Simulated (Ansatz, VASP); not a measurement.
NaI in VASP and in Ansatz

```
Na I
1.0
     0.00000    3.23640    3.23640
     3.23640    0.00000    3.23640
     3.23640    3.23640    0.00000
Na I
1 1
Direct
  0.00000 0.00000 0.00000
  0.50000 0.50000 0.50000
```

Alike in both runs: task single point; functional PBEsol; k mesh 6 × 6 × 6; occupations gaussian, width 0.05 eV; no spin polarisation.

```csv
,VASP,Ansatz
version,VASP 6.6.1,Ansatz 0.2.0
potentials or method,"VASP PAW PBE potentials, release 64 (Na_pv, I)","scalar-relativistic, plane waves, PAW"
plane-wave cutoff (eV),520,420
valence electrons in the cell,14,26
```

|  | VASP | Ansatz | Ansatz less VASP |
| --- | --- | --- | --- |
| gap on the k mesh at the Fermi level (eV) | 3.51 | 3.51 | +0.004 |
| least direct gap on the mesh (eV) | 3.51 | 3.51 | +0.004 |
| pressure (GPa) | -0.5 | -0.5 | -0.03 |

The two sets of potentials don't hold the same shells in valence.

Caveats: the PAW data sets were made with another functional, which shifts forces and pressure a little (VASP); spin-orbit coupling is left out, which moves the levels of the heavy elements.
